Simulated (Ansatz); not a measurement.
**Ansatz 0.2.0, single run: TiPbO$_{3}$**

Input:

```yaml
crystal:
  lattice:
    - [8.01389417, 0.0, 0.0]
    - [0.0, 4.00694709, 0.0]
    - [0.0, 0.0, 4.00694709]
  atoms:
    - { symbol: Pb, position: [0.0, 0.0, 0.0] }
    - { symbol: Pb, position: [0.5, 0.0, 0.0] }
    - { symbol: Ti, position: [0.25, 0.5, 0.5] }
    - { symbol: Ti, position: [0.75, 0.5, 0.5] }
    - { symbol: O, position: [0.0, 0.5, 0.5] }
    - { symbol: O, position: [0.5, 0.5, 0.5] }
    - { symbol: O, position: [0.25, 0.0, 0.5] }
    - { symbol: O, position: [0.75, 0.0, 0.5] }
    - { symbol: O, position: [0.25, 0.5, 0.0] }
    - { symbol: O, position: [0.75, 0.5, 0.0] }
  symmetry: { tolerance: 0.0003 }
kpoints:
  mp_grid: { grid: [3, 5, 5], shift: [0, 0, 0] }
magnetization:
  spin_polarized: false
scf:
  occupations: { method: tetrahedron_uncorrected }
hamiltonian:
  pseudopotentials: { kind: paw }
  xc: pbe
  hubbard:
    projectors: all-electron-ortho-atomic
    sites: [{ species: Ti, l: d, u_eff: 5.16 }]
basis:
  ecutwfc: "44.1 Ry"
output:
  forces: true
  stress: true
  eigenvalues: true
```

Run with:

```bash
ansatz run input.yaml --threads 1 --pin off --max-ram 2560MiB --backend cpu --events-out ev --progress --plain --runs-dir out
```

Origin of the cell: a database entry, scaled a little.

Output (shortened):

```
Pb: projections on atomic orbitals take those of the free atom [Xe 4f14] 5d10 6s2 6p2, of charge +0.00 (hamiltonian.pseudopotentials.projection_atoms); the dataset's partial waves leave at mo […]
Ti: projections on atomic orbitals take those of the free atom [Ne] 3s2 3p6 3d2 4s2, of charge +0.00 (hamiltonian.pseudopotentials.projection_atoms); the dataset's partial waves leave at most […]
O: projections on atomic orbitals take those of the free atom [He] 2s2 2p4, of charge +0.00 (hamiltonian.pseudopotentials.projection_atoms); the dataset's partial waves leave at most 1.9e-8 o […]
band count auto-derived: 55 (N_el = 88.0; filled up to band 44; 54 by the electrons, moments and atoms)
Pseudopotentials: kind: paw
Pseudopotential: Pb, paw, valence charge 14, recommended cutoff 420 eV (normal), Pb.paw.azcp
Pseudopotential: Ti, paw, valence charge 12, recommended cutoff 420 eV (normal), Ti.paw.azcp
Pseudopotential: O, paw, valence charge 6, recommended cutoff 420 eV (normal), O.paw.azcp
Functional definition: PBE
  exchange = pbe_x(kappa = kappa, mu = beta*pi^2/3)
  correlation = pbe_c(beta = beta)
Crystal: 10 atoms, lattice volume = 128.668 Å³
[… 11 lines left out …]
Initial density: superposition of atomic densities (chi_scale 0.1, normalization cell, long waves of neutral atoms under a Hubbard term (reshape's long-wave potential 0.00 eV rms, cloud 2.26 Å wide))
Functional: x = pbe(κ = 0.804, μ = 0.219515), c = pbe(β = 0.066725)
SCF iter   1: F=—  HF=-32217.554071 eV  Δρ=7.32e-2  dr2=8.35e0  defer=4
SCF iter   2: F=—  HF=-32216.329746 eV  Δρ=4.48e-2  dr2=2.11e0  defer=50
SCF iter   3: F=—  HF=-32216.119442 eV  Δρ=2.10e-2  dr2=6.36e-1  defer=54
SCF iter   4: F=—  HF=-32216.091805 eV  Δρ=9.41e-3  dr2=1.67e-1  defer=54
SCF iter   5: F=—  HF=-32216.072470 eV  Δρ=1.95e-3  dr2=7.33e-3  defer=53
SCF iter   6: F=—  HF=-32216.073036 eV  Δρ=3.84e-4  dr2=2.57e-4  defer=53
SCF iter   7: F=—  HF=-32216.073150 eV  Δρ=1.63e-4  dr2=3.14e-5  defer=53
SCF iter   8: F=—  HF=-32216.073260 eV  Δρ=7.55e-5  dr2=6.33e-6  defer=53
SCF iter   9: F=—  HF=-32216.073262 eV  Δρ=2.13e-5  dr2=5.90e-7  defer=53
SCF iter  10: F=-32216.073262 eV  HF=-32216.073262 eV  Δρ=3.00e-6  dr2=1.04e-8
SCF 1 converged in 10 iterations: F = -32216.073262 eV  dr2 = 1.04e-8
SCF converged after 10 iterations
Free energy (F): -32216.073262 eV
Harris-Foulkes:  -32216.073262 eV  (|F-HF|=8.00e-10)
Internal energy: -32216.073262 eV  (E = F + TS)
E sigma→0 (E₀):  -32216.073262 eV
Fermi energy:    10.140927 eV
--- Per-component energies (eV) ---
  E_band       = -379.502133
  E_kinetic    = 2157.896351
  E_local      = -5259.395411  (includes V_loc(G=0)·N_el)
  E_nonlocal   = 988.970793
  E_hartree    = 2001.386521
  E_xc         = -1083.618104
  E_vxc        = -1078.786053  (∫ρ·V_xc dr)
  E_hubbard    = 8.170234  (on-site DFT+U / exact-exchange correction)
  E_vhub       = 5.775312  (the Hubbard potential's part of the band-sum identity)
  E_paw        = -23837.051508  (= ΣΔE_a)
  E_vpaw       = -1196.737152  (= ΣTr[D̂ρ^β])
  E_aug_tail   = 0.003709  (compensation charges beyond the density's cutoff)
  E_ewald      = -7192.435846
  E_smearing   = -0.000000  (= −TS)
  Σ components = -32216.073262   (vs F -32216.073262, Δ=0.00e0)
--- Forces (eV/Å), atoms counted from 1 ---
  atom   1  Pb    -0.000000    -0.000000     0.000000
  atom   2  Pb    -0.000000    -0.000000     0.000000
  atom   3  Ti     0.000000     0.000000     0.000000
  atom   4  Ti     0.000000     0.000000     0.000000
  atom   5  O      0.000000    -0.000000    -0.000000
  atom   6  O      0.000000    -0.000000    -0.000000
  atom   7  O      0.000000     0.000000     0.000000
  atom   8  O      0.000000     0.000000     0.000000
  atom   9  O      0.000000     0.000000     0.000000
  atom  10  O      0.000000     0.000000     0.000000
  max |Σ_I F_I| component: 0.0 eV/Å
--- Stress (GPa, compression-positive) ---
       -3.332403       0.000000      -0.000000
        0.000000      -3.328869       0.000000
        0.000000       0.000000      -3.328869
  P = ⅓ Tr σ = -3.3300 GPa (-33.300 kbar)
Occupation matrices written to <dir>
```

Caveats: no spin-orbit coupling, though heavy elements are present.

It ran for 7.6 s on 1 thread of Intel(R) Xeon(R) 6975P-C (Granite Rapids) (shared host), peak memory 0.63 GiB, from the program's own first density.
